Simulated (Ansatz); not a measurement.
`[SH][GaH][Cl]` + `F[C](F)F`• → `[SH][Ga][Cl]`• + trifluoromethane  (hydrogen abstraction from a Ga–H bond)

Isolated molecules relaxed with PBE0-D4/def2-TZVP in Ansatz; ΔE leaves out vibrations. CBS: MP2 limit from def2 TZ/QZ plus the TZ coupled-cluster correction, frozen cores. This one scheme is used for every species. Functionals use def2-TZVPP. Open shells (•) are unrestricted, without spin–orbit coupling. For Ga outer-core shells are correlated without core-valence functions, which leaves a few kJ/mol of doubt a bond. Scalar relativity is left out up to krypton. One conformer a species, not always the lowest.

CCSD(T)/CBS gives -122.6 kJ/mol.

**Question.** Another level gave -118.5 kJ/mol. Which?
A. HF/def2-TZVPP
B. PBE/def2-TZVPP
C. B97M-V/def2-TZVPP
D. PBE-QIDH/def2-TZVPP

**Answer.** C. B97M-V -118.5, PBE -127.1, PBE-QIDH -123.0, HF/def2-TZVPP -107.9 kJ/mol.

**Question.** What do rigid-rotor, harmonic-oscillator terms from PBE0-D4/def2-TZVP frequencies (298.15 K, 1 bar) make of the CCSD(T)/CBS value? (Best estimate.)

**Answer.** The calculation gave: ΔZPE = +14.4 kJ/mol, ΔH = -108.7 kJ/mol, ΔS = 0 J/(mol·K), ΔG = -108.5 kJ/mol. Open shells count their whole term as degenerate.

Largest T1 diagnostic among the species: 0.015.

In def2-TZVPP, CCSD(T) changes the Hartree–Fock value by −17.0 kJ/mol (the triples alone add −1.7 kJ/mol) and MP2 by −21.0 kJ/mol. Leaving LDA and LC-ωPBE aside and taking each functional with its dispersion term where it has one, the values, not all of them listed here, spread over 15.6 kJ/mol, from ωB97M-V to r2SCAN0-D4. LDA lies −4.8 kJ/mol from PBE without D4. From BLYP to BHLYP (50 % exact exchange), in def2-TZVPP and without D4, ΔE moves by +5.9 kJ/mol.

CCSD(T)/CBS has its own doubt, a few kJ/mol and more with outer-core shells, so smaller differences from it don't rank the levels.
